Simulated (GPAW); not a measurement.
Here is a GPAW 26.7.0 calculation.

File run.py:

```python
from ase.dft.bandgap import bandgap
from ase.io import read, write
from gpaw import GPAW, PW
from gpaw.response.df import DielectricFunction

atoms = read('Nb.xyz')

calc = GPAW(mode=PW(400),
            xc='PBE',
            kpts={'size': (9, 9, 11), 'gamma': True},
            occupations={'name': 'fermi-dirac', 'width': 0.05},
            nbands=15,
            convergence={'density': 1e-06},
            maxiter=150,
            txt='gpaw.txt')
atoms.calc = calc
energy = atoms.get_potential_energy()
calc.write('gs.gpw')
write('result.traj', atoms)
print(f'Energy: {energy:.6f} eV')
print('Fermi level:', round(calc.get_fermi_level(), 4), 'eV')
print(f'Gap: {bandgap(calc)[0]:.4f} eV, direct: {bandgap(calc, direct=True)[0]:.4f} eV')

dense = calc.fixed_density(kpts={'size': (15, 14, 16), 'gamma': True},
                           nbands=23, convergence={'bands': 17, 'eigenstates': 1e-7},
                           update_fermi_level=True, txt='dense.txt')
dense.write('dense.gpw', mode='all')

df = DielectricFunction('dense.gpw', frequencies={'type': 'nonlinear', 'domega0': 0.05, 'omega2': 10},
                        eta=0.1, ecut=50, nbands=17, rate='eta', txt='df.txt')
for direction in ['x', 'y', 'z']:
    df.get_dielectric_function(xc='RPA', direction=direction, filename=f'df_{direction}.csv')
```

File Nb.xyz:

```xyz
1
Lattice="-1.4545883700 1.6009203400 1.6273015200 1.6190107300 -1.9818268200 2.1726303600 1.2182993000 1.7455377500 -2.0082080000" Properties=species:S:1:pos:R:3 pbc="T T T"
Nb     0.0000000000      0.0000000000      0.0000000000
```

Potentials or basis: GPAW PAW data sets (gpaw-data 1.2.1), pw.

Command:

```console
$ OMP_NUM_THREADS=1 python run.py
```

(1) What does it give for the band gap on the k mesh?

Answers

(1) none (metal or under the smearing width).

Caveat: the intraband term hangs on this k mesh; the long-wavelength limit can be off by several per cent where d states take part; independent-particle spectra lack excitons.
